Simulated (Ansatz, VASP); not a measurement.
MgO2 in VASP and in Ansatz

```
Mg O
1.0
    -1.95896    1.95896    2.29545
     1.95896   -1.95896    2.29545
     1.95896    1.95896   -2.29545
Mg O
2 4
Cartesian
  0.0000 0.0000 1.1477
  0.0000 0.0000 3.4432
  2.4451 0.4861 0.0000
  1.4729 0.4861 2.2954
  -0.4861 1.4729 2.2954
  0.4861 1.4729 0.0000
```

The cell was built by a generator and needn't be a form met in nature.

Alike in both runs: functional PBEsol; k mesh 8 × 8 × 8; occupations gaussian, width 0.02 eV; no spin polarisation.

Ansatz relaxed the structure, and its values are those at the end. VASP's run is a single point on that final structure, the one shown.

|  | VASP | Ansatz |
| --- | --- | --- |
| version | VASP 6.6.1 | Ansatz 0.2.0 |
| potentials or method | VASP PAW PBE potentials, release 64 (Mg, O) | scalar-relativistic, plane waves, PAW |
| plane-wave cutoff (eV) | 520 | 420 |
| valence electrons in the cell | 28 | 44 |

VASP gave:

```
gap on the k mesh at the Fermi level (eV) : 4.05
least direct gap on the mesh (eV)         : 5.12
rms of the force components (eV/Å)        : 0.135
```

Q: Which values does Ansatz return?

A: gap on the k mesh at the Fermi level (eV): 4.10; least direct gap on the mesh (eV): 5.16; rms of the force components (eV/Å): 0.000.

With one functional, cell and mesh, what is left measures potentials, basis and numerics. The two sets of potentials don't hold the same shells in valence.

Caveats: the PAW data sets were made with another functional, which shifts forces and pressure a little (VASP). A k mesh can miss the band edges.
